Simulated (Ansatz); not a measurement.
Here is an Ansatz 0.2.0 calculation.

Contents of input.yaml:

```yaml
crystal:
  lattice:
    - [4.982, 0.0, 0.0]
    - [0.0, 4.982, 0.0]
    - [0.0, 0.0, 6.963]
  atoms:
    - { symbol: Si, position: [0.79897, 0.20103, 0.75] }
    - { symbol: Si, position: [0.70103, 0.70103, 0.5] }
    - { symbol: Si, position: [0.20103, 0.79897, 0.25] }
    - { symbol: Si, position: [0.29897, 0.29897, 0.0] }
    - { symbol: O, position: [0.10347, 0.23989, 0.82187] }
    - { symbol: O, position: [0.26011, 0.60347, 0.07187] }
    - { symbol: O, position: [0.89653, 0.76011, 0.32187] }
    - { symbol: O, position: [0.73989, 0.39653, 0.57187] }
    - { symbol: O, position: [0.60347, 0.26011, 0.92813] }
    - { symbol: O, position: [0.76011, 0.89653, 0.67813] }
    - { symbol: O, position: [0.39653, 0.73989, 0.42813] }
    - { symbol: O, position: [0.23989, 0.10347, 0.17813] }
kpoints:
  mp_grid: { grid: [6, 6, 4] }
  band_path:
    path:
      - [0.0, 0.0, 0.0]
      - [0.0, 0.5, 0.0]
      - [0.5, 0.5, 0.0]
      - [0.0, 0.0, 0.0]
      - [0.0, 0.0, 0.5]
      - [0.0, 0.5, 0.5]
      - [0.5, 0.5, 0.5]
      - [0.0, 0.0, 0.5]
    npoints: 8
scf:
  occupations: { method: fermi_dirac, width: 0.05 }
hamiltonian:
  xc: pbesol
  pseudopotentials: { kind: all_electron, lapw: { basis_error: 0.002 } }
output:
  forces: true
  stress: true
  eigenvalues: true
```

Potentials or basis: all-electron LAPW, scalar-relativistic.

Command:

```console
$ ansatz run input.yaml --threads 8 --pin off --max-ram 24576MiB --backend cpu --events-out ev --progress --plain --runs-dir out
```

Q: Predict the largest force.

A: 0.299 eV/Å.

Q: What does it give for the band gap along the path?

A: 5.72 eV, direct.

Forces in eV/Å, atoms in the order of the input:
```
Si   0.092 -0.092  0.000
Si  -0.092 -0.092  0.000
Si  -0.092  0.092  0.000
Si   0.092  0.092  0.000
O    0.024 -0.066 -0.291
O    0.066  0.024 -0.291
O   -0.024  0.066 -0.291
O   -0.066 -0.024 -0.291
O    0.024  0.066  0.291
O    0.066 -0.024  0.291
O   -0.024 -0.066  0.291
O   -0.066  0.024  0.291
```

Caveat: the cell was measured hot, at 340 K. Expect the measured gap to be larger: semilocal functionals such as PBEsol lack the derivative discontinuity.
